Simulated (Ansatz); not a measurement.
The same path of a periodic cell of 13 atoms, Al (surface Al(111), adsorbate Al) was run twice with different band settings. Lost on the way: Al10–Al13. Made: Al9–Al13.

Method: DFT PBEsol, scalar-relativistic, plane waves, PAW (Ansatz). Settings: cutoff 420 eV, k mesh 3x3x1, gaussian smearing 0.15 eV, no spin polarisation.

Relaxed end points:

```xyz
13
Lattice="5.7276 0.0000 0.0000 2.8638 4.9602 0.0000 0.0000 0.0000 17.6765" Properties=species:S:1:pos:R:3
Al 1.432 0.827 1.000
Al 4.296 0.827 1.000
Al 2.864 3.307 1.000
Al 5.728 3.307 1.000
Al -0.010 1.638 3.328
Al 2.853 1.646 3.332
Al 1.430 4.131 3.330
Al 4.278 4.131 3.328
Al -0.017 -0.011 5.802
Al 2.846 -0.074 5.644
Al 1.360 2.500 5.644
Al 4.329 2.498 5.646
Al 2.840 1.638 7.716
```

```xyz
13
Lattice="5.7276 0.0000 0.0000 2.8638 4.9602 0.0000 0.0000 0.0000 17.6765" Properties=species:S:1:pos:R:3
Al 1.432 0.827 1.000
Al 4.296 0.827 1.000
Al 2.864 3.307 1.000
Al 5.728 3.307 1.000
Al 0.000 1.653 3.348
Al 2.864 1.657 3.319
Al 1.435 4.132 3.319
Al 4.292 4.132 3.319
Al 0.000 0.029 5.643
Al 2.864 0.000 5.796
Al 1.406 2.465 5.643
Al 4.321 2.465 5.643
Al 2.864 3.307 7.754
```

Common settings: movable images 3; climbing image yes; optimiser quadratic models (default); end points relaxed; atoms held 1 to 4.

| run | spring | start path | force threshold | iteration limit |
| --- | --- | --- | --- | --- |
| 1 | 2.0 eV/Å² | IDPP | 0.03 eV/Å | 80 |
| 2 | 5.0 eV/Å² | default | 0.05 eV/Å | 10 |

Q: What does each run give, and how far can it be trusted?

A: Run 1: converged after 5 iterations, highest image 0.065 eV above the first end. By the program's own check the climbing image is a first-order saddle point (lowest curvatures found: -0.18 and 0.22 eV/Å²).
Run 2: converged after 4 iterations, highest image 0.065 eV above the first end. The order of the stationary point at the top wasn't checked.
Limits of this set-up: coarse k mesh, thin slab, slab without dipole correction.
